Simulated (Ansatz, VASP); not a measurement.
NaF in VASP and in Ansatz

The input INCAR:

```
PREC     = Accurate       # precision mode
ENCUT    = 520            # plane-wave cutoff, eV
EDIFF    = 1E-8           # SCF threshold, eV
ISMEAR   = -1             # smearing method
SIGMA    = 0.03           # smearing width, eV
LREAL    = F              # projectors in reciprocal space
LASPH    = T              # aspherical terms in the spheres
NELM     = 80             # most SCF steps
ALGO     = Normal         # electronic algorithm
ISIF     = 2              # what is computed and relaxed
LWAVE    = F              # write WAVECAR
LCHARG   = F              # write CHGCAR
GGA      = PE             # functional
LEFG     = T            
NBANDS   = 14             # bands
```

KPOINTS

```
Automatic mesh
0
Gamma
  6 6 6
```

POSCAR

```
NaF
1.0
    0.0000000000      2.3233000000      2.3233000000
    2.3233000000      0.0000000000      2.3233000000
    2.3233000000      2.3233000000      0.0000000000
Na F
1 1
Direct
    0.0000000000      0.0000000000      0.0000000000
    0.5000000000      0.5000000000      0.5000000000
```

Input for Ansatz:

```yaml
crystal:
  lattice:
    - [0.0, 2.3233, 2.3233]
    - [2.3233, 0.0, 2.3233]
    - [2.3233, 2.3233, 0.0]
  atoms:
    - { symbol: Na, position: [0.0, 0.0, 0.0] }
    - { symbol: F, position: [0.5, 0.5, 0.5] }
kpoints:
  mp_grid: { grid: [6, 6, 6] }
scf:
  occupations: { method: fermi_dirac, width: 0.03 }
hamiltonian:
  xc: pbe
  pseudopotentials: { kind: paw }
output:
  forces: true
  stress: true
  eigenvalues: true
  efg: { contact_densities: true }
```

Alike in both runs: task electric field gradients; functional PBE; k mesh 6 × 6 × 6; occupations fermi-dirac, width 0.03 eV; no spin polarisation.

```csv
,VASP,Ansatz
version,VASP 6.6.1,Ansatz 0.2.0
potentials or method,"VASP PAW PBE potentials, release 64 (Na_pv, F)","PAW with Ansatz's default frozen-core files, scalar-relativistic"
plane-wave cutoff (eV),520,420
valence electrons in the cell,14,16
```

Ansatz gave:

```
gap on the k mesh at the Fermi level (eV)                      : 6.27
pressure (GPa)                                                 : 1.7
Vzz of the field gradient on the site that differs most (V/Å²) : 0.0
```

**Question.** Estimate VASP's values.

**Answer.** gap on the k mesh at the Fermi level (eV): 6.26; pressure (GPa): 1.6; Vzz of the field gradient on the site that differs most (V/Å²): 0.0.

The two sets of potentials don't hold the same shells in valence.

As with any semilocal functional, this PBE gap is likely too small.
